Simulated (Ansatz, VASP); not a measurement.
## Be: VASP beside Ansatz

Contents of INCAR:

```
PREC = Accurate
ENCUT = 520
EDIFF = 1E-8
ISMEAR = -1
SIGMA = 0.03
LREAL = F
LASPH = T
NELM = 80
ALGO = Normal
ISIF = 2
LWAVE = F
LCHARG = F
GGA = PE
LEFG = T
NBANDS = 7
```

File KPOINTS:

```
Automatic mesh
0
Gamma
  23 23 23
```

File POSCAR:

```
Be
1.0
   -1.2405897418      1.2531209513      1.2531209513
    1.2531209513     -1.2405897418      1.2531209513
    1.2531209513      1.2531209513     -1.2405897418
Be
1
Direct
    0.0000000000      0.0000000000      0.0000000000
```

Input for Ansatz:

```yaml
crystal:
  lattice:
    - [-1.2405897418, 1.2531209513, 1.2531209513]
    - [1.2531209513, -1.2405897418, 1.2531209513]
    - [1.2531209513, 1.2531209513, -1.2405897418]
  atoms:
    - { symbol: Be, position: [0.0, 0.0, 0.0] }
kpoints:
  mp_grid: { grid: [23, 23, 23] }
scf:
  occupations: { method: fermi_dirac, width: 0.03 }
hamiltonian:
  xc: pbe
  pseudopotentials: { kind: paw }
output:
  forces: true
  stress: true
  eigenvalues: true
  efg: { contact_densities: true }
```

Change from the starting cell: equal xy, yz and zx shear strains of +1 %, PAW files.

Alike in both runs: task electric field gradients; functional PBE; k mesh 23 × 23 × 23; occupations fermi-dirac, width 0.03 eV; no spin polarisation.

|  | VASP | Ansatz |
| --- | --- | --- |
| version | VASP 6.6.1 | Ansatz 0.2.0 |
| potentials or method | VASP PAW PBE potentials, release 64 (Be) | PAW with Ansatz's default frozen-core files, scalar-relativistic |
| plane-wave cutoff (eV) | 520 | 420 |
| valence electrons in the cell | 2 | 2 |

Ansatz gave:

- pressure (GPa): -0.8
- largest component of the traceless stress (GPa): 1.96
- Vzz of the field gradient on the site that differs most (V/Å²): 0.2

Task: What did VASP give for the same quantities?

Result: Pressure (GPa): -0.7; largest component of the traceless stress (GPa): 1.96; Vzz of the field gradient on the site that differs most (V/Å²): 0.3.
